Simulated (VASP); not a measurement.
# SnO (P4/nmm) in VASP: further runs, part 2 of 2

VASP 6.6.1.

## (5) Single point, SCAN

File INCAR:

```
SYSTEM = SnO
PREC     = Accurate       ! precision mode
ENCUT    = 520            ! plane-wave cutoff, eV
EDIFF    = 1E-6           ! SCF threshold, eV
ISMEAR   = 0              ! smearing method
SIGMA    = 0.02           ! smearing width, eV
LREAL    = .FALSE.        ! projectors in reciprocal space
LASPH    = .TRUE.         ! aspherical terms in the spheres
NELM     = 80             ! most SCF steps
ALGO     = Normal         ! electronic algorithm
ISIF     = 2              ! what is computed and relaxed
LWAVE    = .FALSE.        ! write WAVECAR
LCHARG   = .FALSE.        ! write CHGCAR
METAGGA  = SCAN           ! meta-GGA
LMIXTAU  = .TRUE.       
NBANDS   = 28             ! bands
```

File KPOINTS:

```
Automatic mesh
0
G
  8 8 6
  0 0 0
```

File POSCAR:

```
SnO
1.0
    3.8020000000      0.0000000000      0.0000000000
    0.0000000000      3.8020000000      0.0000000000
    0.0000000000      0.0000000000      4.8360000000
Sn O
2 2
Direct
    0.0000000000      0.5000000000      0.2385000000
    0.5000000000      0.0000000000      0.7615000000
    0.0000000000      0.0000000000      0.0000000000
    0.5000000000      0.5000000000      0.0000000000
```

Started as:

```
$ cat potpaw_PBE.64/Sn_d/POTCAR potpaw_PBE.64/O/POTCAR > POTCAR
$ mpirun -np 1 vasp_std > vasp.out
```

It took 4.6 min on 1 thread of Intel Xeon Platinum 8559C (Emerald Rapids), shared host; peak memory 0.24 GiB.

The run converged. Its results:

- Free energy: -89.5630 eV
- Pressure: 0.2 GPa
- Largest force: 0.047 eV/Å
- Band gap on the k mesh: 0.12 eV, indirect (least direct gap 2.25 eV)

Forces on the atoms (eV/Å):
```
Sn   0.000  0.000  0.047
Sn   0.000  0.000 -0.047
O    0.000  0.000  0.000
O    0.000  0.000  0.000
```

Levels at points of the mesh, in eV from the valence-band top:
```
           k point  band 17  band 18  band 19  band 20  band 21  band 22  band 23  band 24
(0.00, 0.00, 0.00)    -3.83    -3.53    -3.53     0.00     2.40     4.61     4.79     4.79
(0.50, 0.00, 0.00)    -5.23    -5.23    -2.98    -2.98     3.41     3.41     6.11     6.11
(0.50, 0.50, 0.00)    -2.85    -2.85    -2.13    -2.13     0.12     0.12     4.72     4.72
(0.00, 0.00, 0.50)    -3.55    -3.55    -3.17    -2.51     1.97     3.04     3.04     3.81
(0.50, 0.00, 0.50)    -5.19    -5.19    -2.00    -2.00     2.74     2.74     5.60     5.60
(0.50, 0.50, 0.50)    -2.93    -2.93    -2.85    -2.85     2.42     2.42     4.30     4.30
```

Caveat: the PAW data sets were made with another functional, which shifts forces and pressure a little; spin-orbit coupling is left out, which moves the levels of the heavy elements. A k mesh can miss the band edges.

## (6) Relaxation of cell and atoms, PBE

File INCAR:

```
ALGO = Fast
EDIFF = 1E-6
EDIFFG = -0.003
ENCUT = 520
GGA = PE
IBRION = 2
ISIF = 3
ISMEAR = 0
LASPH = True
LCHARG = False
LREAL = False
LWAVE = False
NELM = 60
NSW = 60
PREC = Accurate
SIGMA = 0.02
```

File KPOINTS:

```
k-points
0
Gamma
  8 8 6
```

POSCAR is that of step 5.

Potentials or basis: VASP PAW PBE potentials, release 64 (Sn_d, O).

Started as:

```
$ cat potpaw_PBE.64/Sn_d/POTCAR potpaw_PBE.64/O/POTCAR > POTCAR
$ mpirun -np 1 vasp_std > vasp.out
```

OUTCAR:

```text
EDIFF = 1E-6
   EDIFFG = -0.003
   ENCUT = 520
   GGA = PE
   IBRION = 2
   ISIF = 3
   ISMEAR = 0
   LASPH = True
   LREAL = False
   NELM = 60
   NSW = 60
   PREC = Accurate

 ion  position               nearest neighbor table
   1  0.000  0.500  0.239-   3 2.22   4 2.22   3 2.22   4 2.22   2 3.54   2 3.54   2 3.54   2 3.54
                             2 3.69   2 3.69   2 3.69   2 3.69
   2  0.500  0.000  0.761-   3 2.22   4 2.22   4 2.22   3 2.22   1 3.54   1 3.54   1 3.54   1 3.54
                             1 3.69   1 3.69   1 3.69   1 3.69
   3  0.000  0.000  0.000-   1 2.22   2 2.22   1 2.22   2 2.22
   4  0.500  0.500  0.000-   1 2.22   2 2.22   2 2.22   1 2.22

  LATTYP: Found a simple tetragonal cell.
 ALAT       =     3.8020000000
 C/A-ratio  =     1.2719621252

  Lattice vectors:

 A1 = (   3.8020000000,   0.0000000000,   0.0000000000)
 A2 = (   0.0000000000,   3.8020000000,   0.0000000000)
[... 955 lines left out ...]

--------------------------------------- Ionic step       27  -------------------------------------------

 number of electron      39.9999984 magnetization

------------------------ aborting loop because EDIFF is reached ----------------------------------------
[... 71 lines left out ...]
--------------------------------------- Ionic step       29  -------------------------------------------

 number of electron      39.9999984 magnetization

 Free energy of the ion-electron system (eV)
  ---------------------------------------------------
  ext. energy  EPLUGINS =         0.00000000
  ---------------------------------------------------
  free energy    TOTEN  =       -22.72017288 eV

  energy without entropy =      -22.72017288  energy(sigma->0) =      -22.72017288

 E-fermi :   6.3278     XC(G=0):  -9.8749

 val. band max:        6.2268475371   @ k =   0.0000   0.0000   0.0000
 cond. band min:       6.6548111168   @ k =   0.5000   0.5000   0.0000
 fundamental gap:      0.4279635798
 Fermi energy:         6.3278374528

 k-point     1 :       0.0000    0.0000    0.0000
  band No.  band energies     occupation
      1     -15.5233      2.00000
      2     -15.1641      2.00000
      3     -15.1602      2.00000
      4     -15.1602      2.00000
      5     -15.1311      2.00000
      6     -15.1165      2.00000
[... 670 lines left out ...]
  FREE ENERGIE OF THE ION-ELECTRON SYSTEM (eV)
  ---------------------------------------------------
  free  energy   TOTEN  =       -22.7201728796 eV

  energy  without entropy=      -22.7201728796  energy(sigma->0) =      -22.72017288

 reached required accuracy - stopping structural energy minimisation
```

OSZICAR:

```text
N       E                     dE             d eps       ncg     rms          rms(c)
DAV:   1     0.399363742957E+03    0.39936E+03   -0.20846E+04  2928   0.256E+03
DAV:   2     0.290027952317E+02   -0.37036E+03   -0.36295E+03  3112   0.580E+02
[... 236 lines left out ...]
DAV:   1    -0.227201755934E+02   -0.31958E-05   -0.11081E-04  4344   0.125E-01    0.121E-02
RMM:   2    -0.227201730975E+02    0.24960E-05   -0.10025E-05  3163   0.282E-02    0.402E-03
RMM:   3    -0.227201729128E+02    0.18471E-06   -0.20097E-06  1819   0.132E-02
  28 F= -.22720173E+02 E0= -.22720173E+02  d E =-.514491E-06
       N       E                     dE             d eps       ncg     rms          rms(c)
DAV:   1    -0.227201733055E+02   -0.20803E-06   -0.19556E-05  4216   0.579E-02    0.433E-03
RMM:   2    -0.227201728796E+02    0.42594E-06   -0.16910E-06  1468   0.121E-02
  29 F= -.22720173E+02 E0= -.22720173E+02  d E =-.481293E-06
```

Run time: 11 min. Hardware: 1 thread of Intel Xeon Platinum 8488C (Sapphire Rapids), shared host; peak memory 0.24 GiB.

What came out:

- Free energy: -22.7202 eV
- Relaxed volume: 18.79 Å³/atom
- Relaxed cell: a = 3.869 Å, b = 3.869 Å, c = 5.023 Å, α = 90.00°, β = 90.00°, γ = 90.00°
- Space group after relaxing (to 0.05 Å): P4/nmm (No. 129)
- Energy gained by relaxing: 12.7 meV/atom
- Ionic steps: 29
- Pressure after relaxing: 0.0 GPa
- Band gap on the k mesh: 0.43 eV, indirect (least direct gap 1.94 eV)

Step by step:
```tsv
step	energy change (eV)	largest force (eV/Å)	pressure (GPa)	volume (Å³)
1	0.0000	0.4313	4.42	69.91
2	-0.0077	0.7930	-2.97	74.90
3	-0.0393	0.2430	0.28	72.47
4	-0.0440	0.1414	0.20	72.97
5	-0.0455	0.0065	0.06	73.73
6	-0.0457	0.0310	0.04	73.57
7	-0.0471	0.0023	0.15	73.75
8	-0.0495	0.0634	0.38	74.29
9	-0.0503	0.0399	-0.08	74.79
10	-0.0503	0.0401	-0.12	74.79
11	-0.0503	0.0324	-0.04	74.75
12	-0.0503	0.0359	-0.07	74.77
13	-0.0504	0.0339	-0.08	74.86
14	-0.0506	0.0322	-0.04	75.07
15	-0.0506	0.0317	-0.05	75.12
16	-0.0506	0.0201	0.14	75.07
17	-0.0506	0.0055	0.04	75.09
18	-0.0506	0.0062	0.05	75.09
19	-0.0506	0.0033	0.08	75.09
20	-0.0507	0.0088	-0.01	75.18
21	-0.0507	0.0010	0.03	75.15
22	-0.0507	0.0063	0.00	75.17
23	-0.0507	0.0025	0.02	75.16
24	-0.0507	0.0052	0.03	75.16
25	-0.0507	0.0041	0.03	75.16
26	-0.0506	0.0130	-0.05	75.20
27	-0.0507	0.0048	0.02	75.17
28	-0.0507	0.0052	-0.01	75.18
29	-0.0507	0.0004	-0.02	75.18
```

Final structure:
```xyz
4
Lattice="3.8685 0.0000 0.0000 0.0000 3.8685 0.0000 0.0000 0.0000 5.0234" Properties=species:S:1:pos:R:3 pbc="T T T"
Sn    0.0000    1.9343    1.1622
Sn    1.9343    0.0000    3.8612
O     0.0000    0.0000    0.0000
O     1.9343    1.9343    0.0000
```

Caveat: spin-orbit coupling is left out, which moves the levels of the heavy elements.

## (7) Summary

| task | level | potentials or basis | cell | k mesh | grid for exact exchange (PRECFOCK) | screening parameter | gap on the mesh (eV) | pressure (GPa) | relaxed volume (Å³/atom) | largest force (eV/Å) |
| --- | --- | --- | --- | --- | --- | --- | --- | --- | --- | --- |
| single point | HSE06 | VASP PAW PBE potentials, release 64 (Sn_d, O) | as given | 4 × 4 × 4 | Normal | 0.2 1/A | 0.39 | 0.0 | - | 0.18 |
| relaxation of cell and atoms | LDA | VASP PAW LDA potentials, release 64 (Sn_d, O) | relaxed | 8 × 8 × 6 | - | - | none | 0.0 | 16.47 | - |
| single point | PBEsol | VASP PAW PBE potentials, release 64 (Sn_d, O) | as given | 8 × 8 × 6 | - | - | 0.01 | 0.2 | - | 0.15 |
| single point | SCAN | VASP PAW PBE potentials, release 64 (Sn_d, O) | as given | 8 × 8 × 6 | - | - | 0.12 | 0.2 | - | 0.05 |
| relaxation of cell and atoms | PBE | VASP PAW PBE potentials, release 64 (Sn_d, O) | relaxed | 8 × 8 × 6 | - | - | 0.43 | 0.0 | 18.79 | - |

Alike in all rows: no spin polarisation; cutoff (eV) 520; smearing gaussian 0.02 eV.

Caveats: spin-orbit coupling is left out, which moves the levels of the heavy elements (some runs); the PAW data sets were made with another functional, which shifts forces and pressure a little (some runs).

Absolute energies hang on the potentials; compare differences alone.
